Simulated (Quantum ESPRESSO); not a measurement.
# BAs: equation of state with r2SCAN

**Experimental background.**

“Basic Physical Properties of Cubic Boron Arsenide”, 2019, arxiv:1911.11281 quotes, for a bulk crystal of BAs: bulk modulus 148 GPa.

The system is BAs.

```xyz
2
Lattice="0.0000 2.3885 2.3885 2.3885 0.0000 2.3885 2.3885 2.3885 0.0000" Properties=species:S:1:pos:R:3 pbc="T T T"
As    3.5827    3.5827    3.5827
B     0.0000    0.0000    0.0000
```

* Program: Quantum ESPRESSO 7.5
* Task: equation of state
* Functional: r2SCAN
* Potentials or basis: SG15 PBE 1.2
* Cutoff: 952 eV
* Density cutoff: 3810 eV
* k mesh: 8 × 8 × 8
* Occupations: fermi-dirac, width 0.05 eV
* Spin: no spin polarisation

```
Equilibrium volume                      : 13.82 Å³/atom
Bulk modulus                            : 134 GPa
Pressure derivative of the bulk modulus : 4.0
```

Energy against volume, from the lowest point:
```
volume (Å³/atom)  energy (meV/atom)
          12.809              34.97
          13.081              17.95
          13.354               6.81
          13.626               0.99
          13.899               0.00
          14.171               3.37
          14.444              10.68
```

All runs of the series together: 11 min on 2 threads of Arm Neoverse V2, on a shared host.

Measured bulk modulus of BAs: 148 GPa (quoted in “Basic Physical Properties of Cubic Boron Arsenide”, 2019, arxiv:1911.11281). This calculation gives 134 GPa (-9.7 %). The fit is for a static lattice scaled at fixed shape and fixed fractional positions.

Caveat: the potentials were made for another functional, which shifts forces and pressure.
